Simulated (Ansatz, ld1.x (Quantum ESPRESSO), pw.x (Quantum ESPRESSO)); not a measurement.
# pw.x on bcc Al: one setting changed

Potential: norm-conserving Troullier–Martins (Kleinman–Bylander form), ld1.x (Quantum ESPRESSO) 7.5, PBE; core [Ne], reference 3s2 3p1; waves: 3s (bound): rc 2.90 bohr; 3d channel at 0.05 Ry: rc 2.98 bohr; 3p (bound): rc 3.12 bohr; local part: the p channel; core correction: none.

The reference run (k-mesh 14³, cutoffs 35/140 Ry, Fermi–Dirac 0.01 Ry, mixing_beta 0.4, conv_thr 1e-9, no spin) gives 0.40 GPa at 16.945 Å³/atom, where all-electron LAPW gives 0.07 GPa. This run, with its own iteration cap, changes smearing to mp.

```
&control
  calculation='scf', prefix='x', pseudo_dir='./', outdir='./tmp', tstress=.true., disk_io='none'
/
&system
  ibrav=0, nat=1, ntyp=1, ecutwfc=35, ecutrho=140, nbnd=8,
  occupations='smearing', smearing='mp', degauss=0.01
/
&electrons
  conv_thr=1e-09, mixing_beta=0.4, electron_maxstep=50
/
ATOMIC_SPECIES
Al 1.0 Al.UPF
CELL_PARAMETERS angstrom
  -1.61805716 1.61805716 1.61805716
  1.61805716 -1.61805716 1.61805716
  1.61805716 1.61805716 -1.61805716
ATOMIC_POSITIONS crystal
Al 0.0000 0.0000 0.0000
K_POINTS automatic
14 14 14 0 0 0
```

```bash
pw.x < Al.scf.in > Al.scf.out
```

How does the run end?

It converges in 6 iterations; the free energy moves by +12.1 meV/atom and the pressure by +0.09 GPa. This scheme is built to cancel the term in the square of the width that Fermi–Dirac smearing leaves in the F of a metal.

```
Message from routine setup:
     using ibrav=0 with symmetry is DISCOURAGED, use correct ibrav instead
     lattice parameter (alat)  =       5.2961  a.u.
     unit-cell volume          =     114.3505 (a.u.)^3
     number of electrons       =         3.00
     number of Kohn-Sham states=            8
     kinetic-energy cutoff     =      35.0000  Ry
     charge density cutoff     =     140.0000  Ry
     scf convergence threshold =      1.0E-09
     Exchange-correlation= PBE
     number of k points=   104  Methfessel-Paxton smearing, width (Ry)=  0.0100
     iteration #  1     ecut=    35.00 Ry     beta= 0.40
     total energy              =      -4.15210291 Ry
     estimated scf accuracy    <       0.00616279 Ry
     iteration #  2     ecut=    35.00 Ry     beta= 0.40
     total energy              =      -4.15172751 Ry
     estimated scf accuracy    <       0.00200642 Ry
     iteration #  3     ecut=    35.00 Ry     beta= 0.40
     total energy              =      -4.15176168 Ry
     estimated scf accuracy    <       0.00000166 Ry
     iteration #  4     ecut=    35.00 Ry     beta= 0.40
     total energy              =      -4.15176198 Ry
     estimated scf accuracy    <       0.00000061 Ry
     iteration #  5     ecut=    35.00 Ry     beta= 0.40
     total energy              =      -4.15176200 Ry
     estimated scf accuracy    <          5.4E-09 Ry
     iteration #  6     ecut=    35.00 Ry     beta= 0.40
     the Fermi energy is     7.6582 ev
!    total energy              =      -4.15176200 Ry
     estimated scf accuracy    <          2.7E-10 Ry
     smearing contrib. (-TS)   =      -0.00006067 Ry
     The total energy is F=E-TS. E is the sum of the following terms:
     one-electron contribution =       2.78611104 Ry
     hartree contribution      =       0.00262031 Ry
     xc contribution           =      -1.58456662 Ry
     ewald contribution        =      -5.35586606 Ry
     convergence has been achieved in   6 iterations
          total   stress  (Ry/bohr**3)                   (kbar)     P=        4.88
     Message from routine punch:
     Nothing written, as per user request (disk_io='none')
```

The run took about 2.1 s on one core of a shared host (Neoverse-V1, 32 threads, 247 GiB, load 24).
